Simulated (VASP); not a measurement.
Crystal: PtS2.

```
Pt S
1.0
     3.54320    0.00000    0.00000
    -1.77160    3.06850    0.00000
     0.00000    0.00000    5.03880
Pt S
1 2
Direct
  0.00000 0.00000 0.00000
  0.66667 0.33333 0.77300
  0.33333 0.66667 0.22700
```

| Quantity | Value |
| --- | --- |
| Program | VASP 6.6.1 |
| Task | relaxation of cell and atoms |
| Functional | BLYP |
| Dispersion | D3(BJ) |
| Potentials or basis | VASP PAW PBE potentials, release 64 (Pt, S) |
| Cutoff | 600 eV |
| k mesh | 9 × 9 × 5 |
| Occupations | fermi-dirac, width 0.05 eV |
| Spin | no spin polarisation |

At the start: pressure 11.0 GPa; volume 18.26 Å³/atom.

Question: How do energy, volume and symmetry change on relaxing?

Answer: Over 18 steps the energy falls by 102.8 meV/atom and the volume is 17.41 Å³/atom (-4.6 %); space group P-3m1 (No. 164, to 0.05 Å).

Step by step:
| step | energy change (eV) | largest force (eV/Å) | pressure (GPa) | volume (Å³) |
| --- | --- | --- | --- | --- |
| 1 | 0.0000 | 1.9440 | 10.98 | 54.78 |
| 2 | 0.2417 | 1.0824 | -14.24 | 65.31 |
| 3 | -0.1874 | 0.4843 | -1.98 | 58.58 |
| 4 | -0.1878 | 0.5338 | -1.55 | 58.42 |
| 5 | -0.2200 | 0.3879 | -1.17 | 57.47 |
| 6 | -0.2505 | 0.0135 | 0.06 | 55.17 |
| 7 | -0.2770 | 0.0919 | -0.61 | 54.33 |
| 8 | -0.2984 | 0.2408 | -1.30 | 53.09 |
| 9 | -0.3002 | 0.3026 | -1.48 | 52.64 |
| 10 | -0.2712 | 0.3611 | 5.81 | 49.75 |
| 11 | -0.3058 | 0.1214 | 0.40 | 51.81 |
| 12 | -0.3058 | 0.1153 | 0.46 | 51.79 |
| 13 | -0.3080 | 0.0426 | -0.24 | 52.10 |
| 14 | -0.3081 | 0.0540 | -0.14 | 52.06 |
| 15 | -0.3080 | 0.0413 | 0.55 | 51.93 |
| 16 | -0.3082 | 0.0101 | 0.18 | 52.00 |
| 17 | -0.3084 | 0.0017 | 0.06 | 52.13 |
| 18 | -0.3085 | 0.0105 | -0.03 | 52.24 |

Final structure:
```
Pt S
1.0
     3.61178    0.00000    0.00000
    -1.80589    3.12790    0.00000
     0.00000    0.00000    4.62398
Pt S
1 2
Direct
  0.00000 0.00000 0.00000
  0.66667 0.33333 0.73537
  0.33333 0.66667 0.26463
```

Caveat: the PAW data sets were made with another functional, which shifts forces and pressure a little; pairwise dispersion overbinds metals, which lowers pressure and volume.
